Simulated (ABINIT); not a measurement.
# BN (Qingsongite): a self-consistent loop beyond G0W0, cycle by cycle, part 2 of 3

How far does self-consistency move the gap of BN (Qingsongite)?

ABINIT 10.8.3; PBE and many-body steps on it, plane waves. Known limits of the many-body steps: not at the basis limit; coarse k mesh.

So far. Step 5 (evGW0, cycle 1): Against G0W0 in ABINIT (6×6×6 mesh, 91 bands, screening to 261.2 eV, Godby-Needs plasmon pole), the gap moves by +0.293 eV. This first cycle still uses the starting levels; it takes the full correction, at all points of the mesh, and its linearised value is 6.038 eV. Step 6 (evGW0, cycle 2): Against the cycle before, the gap moves by −0.078 eV.

### 7. evGW0, cycle 3

Level of this step: evGW0 on PBE, plane waves, norm-conserving pseudopotentials (ABINIT).

run.abi

```
acell 3*1.0 Angstrom
rprim 
  -0.000000000000 1.807500000000 1.807500000000
  1.807500000000 0.000000000000 1.807500000000
  1.807500000000 1.807500000000 -0.000000000000
ntypat 2
znucl 5 7
natom 2
typat 1 2
xred 
  0.000000000000 0.000000000000 0.000000000000
  0.250000000000 0.250000000000 0.250000000000
pp_dirpath "pseudos"
pseudos "B.upf, N.upf"
ecut 36
ngkpt 6 6 6
nshiftk 1
shiftk 0 0 0
kptopt 1
chksymbreak 0
istwfk *1
occopt 1
irdwfk 1
optdriver 4
nband 91
gwcalctyp 10
ecutsigx 36
symsigma 1
nkptgw 16
kptgw 
  0.0000000000 0.0000000000 0.0000000000
  0.1666666667 0.0000000000 0.0000000000
  0.3333333333 0.0000000000 0.0000000000
  0.5000000000 0.0000000000 0.0000000000
  0.1666666667 0.1666666667 0.0000000000
  0.3333333333 0.1666666667 0.0000000000
  0.5000000000 0.1666666667 0.0000000000
  -0.3333333333 0.1666666667 0.0000000000
  -0.1666666667 0.1666666667 0.0000000000
  0.3333333333 0.3333333333 0.0000000000
  0.5000000000 0.3333333333 0.0000000000
  -0.3333333333 0.3333333333 0.0000000000
  0.5000000000 0.5000000000 0.0000000000
  0.5000000000 0.3333333333 0.1666666667
  -0.3333333333 0.3333333333 0.1666666667
  -0.3333333333 0.5000000000 0.1666666667
bdgw 
  1 8
  1 8
  1 8
  1 8
  1 8
  1 8
  1 8
  1 8
  1 8
  1 8
  1 8
  1 8
  1 8
  1 8
  1 8
  1 8
ecuteps 9.6
irdscr 1
ppmodel 1
irdqps 1
indata_prefix "in"
outdata_prefix "out"
tmpdata_prefix "tmp"
```

Run with:

```sh
$ OMP_NUM_THREADS=1 mpirun -n 4 abinit run.abi > log
```

The program printed:

```text
.Version 10.8.3 of ABINIT. v10.8.2 released Aug 2026.

 Symmetries : space group F-4 3 m (#216); Bravais cF (face-center cubic)
[... echo of the input left out ...]
== DATASET  1 ==================================================================
-   mpi_nproc: 4, omp_nthreads: 1 (-1 if OMP is not activated)

--- !DatasetInfo
iteration_state: {dtset: 1, }
dimensions: {natom: 2, nkpt: 16, mband: 91, nsppol: 1, nspinor: 1, nspden: 1, mpw: 869, }
cutoff_energies: {ecut:  36.0, pawecutdg:  -1.0, }
[...]
.  kptgw no:  3; Maximum DeltaE = (  -0.018   0.030) for band index:  1
[...]
.  kptgw no: 15; Maximum DeltaE = (  -0.024   0.002) for band index:  1
.  kptgw no: 16; Maximum DeltaE = (  -0.037   0.009) for band index:  1

== END DATASET(S) ==============================================================
================================================================================

 -outvars: echo values of variables after computation  --------
           etotal      0.0000000000E+00
            nband          91
             nkpt          16
          spgroup         216
 [... the other variables as echoed above ...]

 Calculation completed.
```

Run time: 97 s. Hardware: 4 MPI ranks of Intel Xeon 6975P-C (Granite Rapids), shared host; peak memory 0.61 GiB; 6.5 min of CPU time.

This step gave:

```
quasiparticle gap on the mesh                         : 6.254 eV
gap of the density functional on the mesh             : 4.535 eV
k of the valence top                                  : 0, 0, 0
k of the conduction bottom                            : 0.5, 0.5, 0
least direct quasiparticle gap on the computed points : 11.22 eV
```

Against the cycle before, the gap moves by +0.001 eV.

### 8. Screening, 6×6×6 mesh, 91 bands, screening to 261.2 eV

This step: RPA screening on PBE, plane waves, norm-conserving pseudopotentials.

run.abi

```
acell 3*1.0 Angstrom
rprim 
  -0.000000000000 1.807500000000 1.807500000000
  1.807500000000 0.000000000000 1.807500000000
  1.807500000000 1.807500000000 -0.000000000000
ntypat 2
znucl 5 7
natom 2
typat 1 2
xred 
  0.000000000000 0.000000000000 0.000000000000
  0.250000000000 0.250000000000 0.250000000000
pp_dirpath "pseudos"
pseudos "B.upf, N.upf"
ecut 36
ngkpt 6 6 6
nshiftk 1
shiftk 0 0 0
kptopt 1
chksymbreak 0
istwfk *1
occopt 1
irdwfk 1
optdriver 3
nband 91
ecuteps 9.6
inclvkb 2
awtr 1
symchi 1
gwcalctyp 10
mbpt_sciss 2.397 eV
nqptdm 1
qptdm 
  0 0 0
indata_prefix "in"
outdata_prefix "out"
tmpdata_prefix "tmp"
```

The program printed:

```text
.Version 10.8.3 of ABINIT. v10.8.2 released Aug 2026.

 Symmetries : space group F-4 3 m (#216); Bravais cF (face-center cubic)
[... echo of the input left out ...]
== DATASET  1 ==================================================================
-   mpi_nproc: 4, omp_nthreads: 1 (-1 if OMP is not activated)

--- !DatasetInfo
iteration_state: {dtset: 1, }
dimensions: {natom: 2, nkpt: 16, mband: 91, nsppol: 1, nspinor: 1, nspden: 1, mpw: 869, }
cutoff_energies: {ecut:  36.0, pawecutdg:  -1.0, }
electrons: {nelect:   8.00000000E+00, charge:   0.00000000E+00, occopt:   1.00000000E+00, tsmear:   1.00000000E-02, }

 SCREENING: Calculation of the susceptibility and dielectric matrices

 Based on a program developped by R.W. Godby, V. Olevano, G. Onida, and L. Reining.
 Incorporated in ABINIT by V. Olevano, G.-M. Rignanese, and M. Torrent.
.Using double precision arithmetic ; gwpc =  8

[... cell and pseudopotentials left out ...]
--------------------------------------------------------------------------------

 ==== K-mesh for the wavefunctions ====
 Number of points in the irreducible wedge :    16
[... list of points left out ...]
 Together with 24 symmetry operations and time-reversal symmetry
 yields   216 points in the full Brillouin Zone.

 ==== Q-mesh for the screening function ====
 Number of points in the irreducible wedge :    16
[... list of points left out ...]
 Together with 24 symmetry operations and time-reversal symmetry
 yields   216 points in the full Brillouin Zone.

 setmesh: FFT mesh size selected  =    20x   20x   20
          total number of points  =         8000

 vcoul_init : cutoff-mode = AUXILIARY_FUNCTION
 q-points for optical limit:   1
     1)      0.000010    0.000020    0.000030

 Dielectric matrix will be calculated only for some
 selected q points provided by the user through the input variables
 nqptdm and qptdm

- screening: taking advantage of time-reversal symmetry
- Maximum band index for partially occupied states nbvw = 4
- Remaining bands to be divided among processors   nbcw = 87
- Number of bands treated by each node ~21

 rdqps: reading QP wavefunctions of the previous step
        looking for file in_QPS
 file not found, 1st iteration initialized with KS eigenelements

 screening : performing a first self-consistency
 update of the energies in W by a scissor operator
 applying a scissor operator of [eV] :   2.397

 Number of electrons calculated from density =    8.0000; Expected =    8.0000
 average of density, n =  0.100376
 r_s =    1.3348
 omega_plasma =   30.5612 [eV]

 calculating chi0 at frequencies [eV] :
  1    0.000000E+00    0.000000E+00
  2    0.000000E+00    3.056116E+01

--------------------------------------------------------------------------------
  q-point number  1        q = ( 0.000000, 0.000000, 0.000000) [r.l.u.]
--------------------------------------------------------------------------------
[... chi0 elements left out ...]
 For q-point:  0.000010 0.000020 0.000030
  dielectric constant =   3.8850
  dielectric constant without local fields =   4.1523

  Average fulfillment of the sum rule on Im[epsilon] for q-point    1 :     96.06  [%]
[... wings left out ...]
== END DATASET(S) ==============================================================
================================================================================

 -outvars: echo values of variables after computation  --------
           etotal      0.0000000000E+00
            nband          91
             nkpt          16
          spgroup         216
 [... the other variables as echoed above ...]

 Calculation completed.
```

Run time: 1.8 s. Hardware: 4 MPI ranks; peak memory 0.13 GiB.

Numbers from this step:

```yaml
eps_infinity_with_local_fields_on_this_mesh_along_the_program_s_q_direction: 3.885
the_same_without_local_fields: 4.152
plasma_frequency: 30.56 eV
plane_waves_in_the_screening_matrix: 113
```

This screening uses the functional's bands under a rigid shift, the mean opening of the cycle before.

### 9. Screening, 6×6×6 mesh, 91 bands, screening to 261.2 eV

This step: RPA screening on PBE from quasiparticle energies, plane waves, norm-conserving pseudopotentials.

run.abi: that of step 8 with these lines changed.

```diff
@@ -29,7 +29,21 @@
 symchi 1
+irdqps 1
 gwcalctyp 10
-mbpt_sciss 2.397 eV
-nqptdm 1
+nqptdm 15
 qptdm 
-  0 0 0
+  0.1666666667 0.0000000000 0.0000000000
+  0.3333333333 0.0000000000 0.0000000000
+  0.5000000000 0.0000000000 0.0000000000
+  0.1666666667 0.1666666667 0.0000000000
+  0.3333333333 0.1666666667 0.0000000000
+  0.5000000000 0.1666666667 0.0000000000
+  -0.3333333333 0.1666666667 0.0000000000
+  -0.1666666667 0.1666666667 0.0000000000
+  0.3333333333 0.3333333333 0.0000000000
+  0.5000000000 0.3333333333 0.0000000000
+  -0.3333333333 0.3333333333 0.0000000000
+  0.5000000000 0.5000000000 0.0000000000
+  0.5000000000 0.3333333333 0.1666666667
+  -0.3333333333 0.3333333333 0.1666666667
+  -0.3333333333 0.5000000000 0.1666666667
 indata_prefix "in"
```

mrgscr.stdin

```
2
merged
q0_SCR
out_SCR
1
```

Run with:

```sh
$ OMP_NUM_THREADS=1 mpirun -n 4 abinit run.abi > log; mrgscr < mrgscr.stdin
```

The program printed:

```text
.Version 10.8.3 of ABINIT. v10.8.2 released Aug 2026.

 Symmetries : space group F-4 3 m (#216); Bravais cF (face-center cubic)
[... echo of the input left out ...]
== DATASET  1 ==================================================================
-   mpi_nproc: 4, omp_nthreads: 1 (-1 if OMP is not activated)

--- !DatasetInfo
iteration_state: {dtset: 1, }
dimensions: {natom: 2, nkpt: 16, mband: 91, nsppol: 1, nspinor: 1, nspden: 1, mpw: 869, }
cutoff_energies: {ecut:  36.0, pawecutdg:  -1.0, }
[...]
q-point number  1        q = ( 0.166667, 0.000000, 0.000000) [r.l.u.]
--------------------------------------------------------------------------------
[... chi0 elements left out ...]
  Average fulfillment of the sum rule on Im[epsilon] for q-point    2 :    110.01  [%]

--------------------------------------------------------------------------------
  q-point number  2        q = ( 0.333333, 0.000000, 0.000000) [r.l.u.]
--------------------------------------------------------------------------------
[... chi0 elements left out ...]
  Average fulfillment of the sum rule on Im[epsilon] for q-point    3 :    104.06  [%]

 [... 13 further q-points ...]
```

Elapsed: 8.8 s, on 4 MPI ranks; peak memory 0.52 GiB.

Numbers from this step:

```yaml
plasma_frequency: 30.56 eV
plane_waves_in_the_screening_matrix: 113
```

This screening reads the quasiparticle levels of the cycle before.

### 10. evGW, cycle 1

This step: evGW on PBE, plane waves, norm-conserving pseudopotentials.

run.abi: that of step 9 with these lines changed.

```diff
@@ -23,12 +23,10 @@
 irdwfk 1
-optdriver 3
+optdriver 4
 nband 91
-ecuteps 9.6
-inclvkb 2
-awtr 1
-symchi 1
-irdqps 1
 gwcalctyp 10
-nqptdm 15
-qptdm 
+ecutsigx 36
+symsigma 1
+nkptgw 16
+kptgw 
+  0.0000000000 0.0000000000 0.0000000000
   0.1666666667 0.0000000000 0.0000000000
@@ -48,2 +46,23 @@
   -0.3333333333 0.5000000000 0.1666666667
+bdgw 
+  1 8
+  1 8
+  1 8
+  1 8
+  1 8
+  1 8
+  1 8
+  1 8
+  1 8
+  1 8
+  1 8
+  1 8
+  1 8
+  1 8
+  1 8
+  1 8
+ecuteps 9.6
+irdscr 1
+ppmodel 1
+irdqps 1
 indata_prefix "in"
```

Run with:

```sh
$ OMP_NUM_THREADS=1 mpirun -n 4 abinit run.abi > log
```

The program printed:

```text
.Version 10.8.3 of ABINIT. v10.8.2 released Aug 2026.

 Symmetries : space group F-4 3 m (#216); Bravais cF (face-center cubic)
[... echo of the input left out ...]
== DATASET  1 ==================================================================
-   mpi_nproc: 4, omp_nthreads: 1 (-1 if OMP is not activated)

--- !DatasetInfo
iteration_state: {dtset: 1, }
dimensions: {natom: 2, nkpt: 16, mband: 91, nsppol: 1, nspinor: 1, nspden: 1, mpw: 869, }
cutoff_energies: {ecut:  36.0, pawecutdg:  -1.0, }
[...]
.  kptgw no:  3; Maximum DeltaE = (  -0.446   0.029) for band index:  1
[...]
.  kptgw no: 15; Maximum DeltaE = (  -0.401   0.001) for band index:  1
.  kptgw no: 16; Maximum DeltaE = (  -0.368   0.002) for band index:  1

== END DATASET(S) ==============================================================
================================================================================

 -outvars: echo values of variables after computation  --------
           etotal      0.0000000000E+00
            nband          91
             nkpt          16
          spgroup         216
 [... the other variables as echoed above ...]

 Calculation completed.
```

Elapsed: 97 s, on 4 MPI ranks; peak memory 0.61 GiB; 6.5 min of CPU time.

This step gave:

```yaml
quasiparticle_gap_on_the_mesh: 6.586 eV
gap_of_the_density_functional_on_the_mesh: 4.535 eV
k_of_the_valence_top: 0, 0, 0
k_of_the_conduction_bottom: 0.5, 0.5, 0
least_direct_quasiparticle_gap_on_the_computed_points: 11.60 eV
```

Against G0W0 in ABINIT (6×6×6 mesh, 91 bands, screening to 261.2 eV, Godby-Needs plasmon pole), the gap moves by +0.548 eV.

### 11. Screening, 6×6×6 mesh, 91 bands, screening to 261.2 eV

This step: RPA screening on PBE, plane waves, norm-conserving pseudopotentials.

run.abi

```
acell 3*1.0 Angstrom
rprim 
  -0.000000000000 1.807500000000 1.807500000000
  1.807500000000 0.000000000000 1.807500000000
  1.807500000000 1.807500000000 -0.000000000000
ntypat 2
znucl 5 7
natom 2
typat 1 2
xred 
  0.000000000000 0.000000000000 0.000000000000
  0.250000000000 0.250000000000 0.250000000000
pp_dirpath "pseudos"
pseudos "B.upf, N.upf"
ecut 36
ngkpt 6 6 6
nshiftk 1
shiftk 0 0 0
kptopt 1
chksymbreak 0
istwfk *1
occopt 1
irdwfk 1
optdriver 3
nband 91
ecuteps 9.6
inclvkb 2
awtr 1
symchi 1
gwcalctyp 10
mbpt_sciss 2.806 eV
nqptdm 1
qptdm 
  0 0 0
indata_prefix "in"
outdata_prefix "out"
tmpdata_prefix "tmp"
```

The program printed:

```text
.Version 10.8.3 of ABINIT. v10.8.2 released Aug 2026.

 Symmetries : space group F-4 3 m (#216); Bravais cF (face-center cubic)
[... echo of the input left out ...]
== DATASET  1 ==================================================================
-   mpi_nproc: 4, omp_nthreads: 1 (-1 if OMP is not activated)

--- !DatasetInfo
iteration_state: {dtset: 1, }
dimensions: {natom: 2, nkpt: 16, mband: 91, nsppol: 1, nspinor: 1, nspden: 1, mpw: 869, }
cutoff_energies: {ecut:  36.0, pawecutdg:  -1.0, }
[...]
[... chi0 elements left out ...]
 For q-point:  0.000010 0.000020 0.000030
  dielectric constant =   3.8143
  dielectric constant without local fields =   4.0704

  Average fulfillment of the sum rule on Im[epsilon] for q-point    1 :     96.69  [%]
[... wings left out ...]
== END DATASET(S) ==============================================================
================================================================================

 -outvars: echo values of variables after computation  --------
           etotal      0.0000000000E+00
            nband          91
             nkpt          16
          spgroup         216
 [... the other variables as echoed above ...]

 Calculation completed.
```

Wall time 1.8 s (4 MPI ranks); peak memory 0.13 GiB.

This step gave:

```
ε∞ with local fields, on this mesh, along the program's q direction : 3.814
the same without local fields                                       : 4.070
plasma frequency                                                    : 30.56 eV
plane waves in the screening matrix                                 : 113
```

This screening uses the functional's bands under a rigid shift, the mean opening of the cycle before.

### 12. Screening, 6×6×6 mesh, 91 bands, screening to 261.2 eV

This step: RPA screening on PBE from quasiparticle energies, plane waves, norm-conserving pseudopotentials.

run.abi: that of step 11 with these lines changed.

```diff
@@ -29,7 +29,21 @@
 symchi 1
+irdqps 1
 gwcalctyp 10
-mbpt_sciss 2.806 eV
-nqptdm 1
+nqptdm 15
 qptdm 
-  0 0 0
+  0.1666666667 0.0000000000 0.0000000000
+  0.3333333333 0.0000000000 0.0000000000
+  0.5000000000 0.0000000000 0.0000000000
+  0.1666666667 0.1666666667 0.0000000000
+  0.3333333333 0.1666666667 0.0000000000
+  0.5000000000 0.1666666667 0.0000000000
+  -0.3333333333 0.1666666667 0.0000000000
+  -0.1666666667 0.1666666667 0.0000000000
+  0.3333333333 0.3333333333 0.0000000000
+  0.5000000000 0.3333333333 0.0000000000
+  -0.3333333333 0.3333333333 0.0000000000
+  0.5000000000 0.5000000000 0.0000000000
+  0.5000000000 0.3333333333 0.1666666667
+  -0.3333333333 0.3333333333 0.1666666667
+  -0.3333333333 0.5000000000 0.1666666667
 indata_prefix "in"
```

mrgscr.stdin is that of step 9.

Run with:

```sh
$ OMP_NUM_THREADS=1 mpirun -n 4 abinit run.abi > log; mrgscr < mrgscr.stdin
```

The program printed:

```text
.Version 10.8.3 of ABINIT. v10.8.2 released Aug 2026.

 Symmetries : space group F-4 3 m (#216); Bravais cF (face-center cubic)
[... echo of the input left out ...]
== DATASET  1 ==================================================================
-   mpi_nproc: 4, omp_nthreads: 1 (-1 if OMP is not activated)

--- !DatasetInfo
iteration_state: {dtset: 1, }
dimensions: {natom: 2, nkpt: 16, mband: 91, nsppol: 1, nspinor: 1, nspden: 1, mpw: 869, }
cutoff_energies: {ecut:  36.0, pawecutdg:  -1.0, }
[...]
q-point number  1        q = ( 0.166667, 0.000000, 0.000000) [r.l.u.]
--------------------------------------------------------------------------------
[... chi0 elements left out ...]
  Average fulfillment of the sum rule on Im[epsilon] for q-point    2 :    111.93  [%]

--------------------------------------------------------------------------------
  q-point number  2        q = ( 0.333333, 0.000000, 0.000000) [r.l.u.]
--------------------------------------------------------------------------------
[... chi0 elements left out ...]
  Average fulfillment of the sum rule on Im[epsilon] for q-point    3 :    105.33  [%]

 [... 13 further q-points ...]
```

It took 8.7 s on 4 MPI ranks; peak memory 0.53 GiB.

This step gave:

| Item | Value |
| --- | --- |
| plasma frequency | 30.56 eV |
| plane waves in the screening matrix | 113 |

This screening reads the quasiparticle levels of the cycle before.

### 13. evGW, cycle 2

This step: evGW on PBE, plane waves, norm-conserving pseudopotentials.

run.abi: that of step 12 with these lines changed.

```diff
@@ -23,12 +23,10 @@
 irdwfk 1
-optdriver 3
+optdriver 4
 nband 91
-ecuteps 9.6
-inclvkb 2
-awtr 1
-symchi 1
-irdqps 1
 gwcalctyp 10
-nqptdm 15
-qptdm 
+ecutsigx 36
+symsigma 1
+nkptgw 16
+kptgw 
+  0.0000000000 0.0000000000 0.0000000000
   0.1666666667 0.0000000000 0.0000000000
@@ -48,2 +46,23 @@
   -0.3333333333 0.5000000000 0.1666666667
+bdgw 
+  1 8
+  1 8
+  1 8
+  1 8
+  1 8
+  1 8
+  1 8
+  1 8
+  1 8
+  1 8
+  1 8
+  1 8
+  1 8
+  1 8
+  1 8
+  1 8
+ecuteps 9.6
+irdscr 1
+ppmodel 1
+irdqps 1
 indata_prefix "in"
```

Run with:

```sh
$ OMP_NUM_THREADS=1 mpirun -n 4 abinit run.abi > log
```

The program printed:

```text
.Version 10.8.3 of ABINIT. v10.8.2 released Aug 2026.

 Symmetries : space group F-4 3 m (#216); Bravais cF (face-center cubic)
[... echo of the input left out ...]
== DATASET  1 ==================================================================
-   mpi_nproc: 4, omp_nthreads: 1 (-1 if OMP is not activated)

--- !DatasetInfo
iteration_state: {dtset: 1, }
dimensions: {natom: 2, nkpt: 16, mband: 91, nsppol: 1, nspinor: 1, nspden: 1, mpw: 869, }
cutoff_energies: {ecut:  36.0, pawecutdg:  -1.0, }
[...]
.  kptgw no:  3; Maximum DeltaE = (  -0.025   0.027) for band index:  1
[...]
.  kptgw no: 15; Maximum DeltaE = (  -0.035   0.000) for band index:  1
.  kptgw no: 16; Maximum DeltaE = (  -0.044   0.003) for band index:  1

== END DATASET(S) ==============================================================
================================================================================

 -outvars: echo values of variables after computation  --------
           etotal      0.0000000000E+00
            nband          91
             nkpt          16
          spgroup         216
 [... the other variables as echoed above ...]

 Calculation completed.
```

Elapsed: 97 s, on 4 MPI ranks; peak memory 0.61 GiB; 6.5 min of CPU time.

This step gave:

- quasiparticle gap on the mesh: 6.623 eV
- gap of the density functional on the mesh: 4.535 eV
- k of the valence top: 0, 0, 0
- k of the conduction bottom: 0.5, 0.5, 0
- least direct quasiparticle gap on the computed points: 11.65 eV

Against the cycle before, the gap moves by +0.037 eV.

(Part 2 of 3 ends here.)

[Paths, hosts, dates, memory and timing lines, banners, echoed tables and standing remarks are left out of the program output.]

[Logs are printed without paths, hosts, clocks, repeated set-up lines and the standing remarks that a program may print on its own settings, such as how far it seeks lower states.]

[Runs of the session that timed out or met a known fault of the program may be left out.]

[Hosts, paths, dates, database ids (printed as entryN), source tags and the programs' standing remarks are cut or masked in the printed files.]

[G0W0 gaps are taken among the corrected bands and points alone; a level outside them can change the order at an edge.]

[Where Ansatz stands beside ABINIT at settings called matched, ABINIT's density can come from a denser mesh and the files from another edition; pairs whose starting gaps differed by over 0.03 eV were left out, so agreement reads better than it is.]
